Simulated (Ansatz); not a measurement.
# AlAs: the cost of one run

Program: Ansatz 0.2.0. Level of theory: DFT PBEsol, scalar-relativistic, plane waves, PAW. These are calculated values, not measurements.

3 further runs of the same task are left out: 3 set aside as unsound or not needed.

## (1) The system as given

It takes space group F-43m (No. 216, cubic). The conventional cell has a = 5.675 Å, b = 5.675 Å, c = 5.675 Å, α = 90.00°, β = 90.00°, γ = 90.00°. Al (site symmetry -43m) is surrounded by 4 As at 2.46 Å. Around As (site symmetry -43m) lie 4 Al at 2.46 Å.

As a file:

```
Al As
1.0
     0.00000    2.83730    2.83730
     2.83730    0.00000    2.83730
     2.83730    2.83730    0.00000
Al As
1 1
Direct
  0.00000 0.00000 0.00000
  0.75000 0.75000 0.75000
```

This cell was relaxed beforehand with the same method: volume 22.84 Å³/atom, gap on the mesh 1.34 eV.

## (2) Relaxing at 1 GPa

What is minimised here is the enthalpy; the energy can go up as the cell is squeezed.

Contents of input.yaml:

```yaml
crystal:
  lattice:
    - [0.0, 2.8372982417, 2.8372982417]
    - [2.8372982417, 0.0, 2.8372982417]
    - [2.8372982417, 2.8372982417, 0.0]
  atoms:
    - { symbol: Al, position: [0.0, 0.0, 0.0] }
    - { symbol: As, position: [0.75, 0.75, 0.75] }
basis:
  ecutwfc: 420
kpoints:
  mp_grid: { grid: [8, 8, 8] }
hamiltonian:
  xc: pbesol
scf:
  occupations: { method: fixed }
output:
  forces: true
  stress: true
  eigenvalues: true
relax:
  adjacent_minimum: "off"
  f_tol: 0.001
  max_steps: 60
  cell: { stress_tol: 0.02, p_target: 1.0 }
```

Started as:

```console
ansatz run input.yaml --threads 1 --pin off --max-ram 3072MiB --backend cpu --events-out ev --progress --plain --runs-dir out
```

What time and memory should one allow on 1 thread of Intel Xeon Platinum 8375C at 2.90GHz (Ice Lake), shared host?

About 8.1 s, with a peak of 0.37 GiB.
